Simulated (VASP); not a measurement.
CaO5: single point with PBE

The system is CaO5.

```
CELL_PARAMETERS angstrom
4.60192 0.00000 0.00000
-2.30096 3.98538 0.00000
0.00000 0.00000 3.23991
ATOMIC_POSITIONS crystal
Ca 0.00000 0.00000 0.00000
O 0.33333 0.66667 0.00000
O 0.66667 0.33333 0.00000
O 0.50000 0.00000 0.50000
O 0.50000 0.50000 0.50000
O 0.00000 0.50000 0.50000
```

The cell was built by a generator and needn't be a form met in nature.

The cell isn't the ideal one: species swapped into the CaPd5 type (P6/mmm, No. 191).

```json
{"Program": "VASP 6.6.1", "Task": "single point", "Functional": "PBE", "Potentials or basis": "VASP PAW PBE potentials, release 64 (Ca_sv, O)", "Cutoff": "520 eV", "k mesh": "6 × 6 × 6", "Occupations": "gaussian, width 0.1 eV", "Spin": "no spin polarisation", "Dipole correction": "no", "Further INCAR settings": "ALGO = Normal; EDIFF = 1e-07; NBANDS = 29"}
```

```
Pressure               : -0.1 GPa
Band gap on the k mesh : none (metal or under the smearing width)
```

Levels at points of the mesh, in eV from the Fermi level:
```csv
k point,band 17,band 18,band 19,band 20,band 21,band 22,band 23,band 24
"(0.00, 0.00, 0.00)",-1.67,-1.67,-0.89,-0.89,0.01,1.16,1.16,2.36
"(0.50, 0.00, 0.00)",-1.74,-1.46,-1.38,-0.42,-0.01,0.53,1.13,1.53
"(0.00, 0.00, 0.50)",-1.64,-1.18,0.08,0.43,0.43,1.54,1.54,1.61
"(0.50, 0.00, 0.50)",-1.74,-1.58,0.30,0.39,0.61,0.86,1.37,1.44
```

Run time: 49 s on 1 thread of Intel(R) Xeon(R) Platinum 8559C (Emerald Rapids) (shared host), peak memory 0.19 GiB.
